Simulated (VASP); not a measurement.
## VASP inputs for SiC (wurtzite)

INCAR

```
SIGMA = 0.02
NSW = 40
ISMEAR = -1
EDIFFG = -5E-3
GGA = PE
LREAL = .FALSE.
PREC = Accurate
NBANDS = 16
LWAVE = .FALSE.
NELM = 120
LCHARG = .FALSE.
IBRION = 2
ENCUT = 600
EDIFF = 1E-7
ISIF = 3
LASPH = .TRUE.
```

KPOINTS

```
KPOINTS created by Atomic Simulation Environment
0
Gamma
12 12 6
0 0 0
```

POSCAR

```
Si C
 1.0000000000000000
     2.9581671127000000    0.0000000000000000    0.0000000000000000
    -1.4790835564000000    2.5618478682000001    0.0000000000000000
     0.0000000000000000    0.0000000000000000    4.8306868950000004
 Si  C
   2   2
Cartesian
 -0.0000000001812417  1.7078985788853949  0.0000000000000000
  1.4790835564812417  0.8539492893146050  2.4153434475000002
 -0.0000000001812417  1.7078985788853949  1.8115075856250002
  1.4790835564812417  0.8539492893146050  4.2268510331250004
```

VASP ran with the recommended PBE PAW datasets (16 valence electrons in the cell).

**Question.** Predict the results.

**Answer.** relaxed cell vector lengths 3.091, 3.091, 5.073 Å; relaxed cell volume 41.97 Å³.
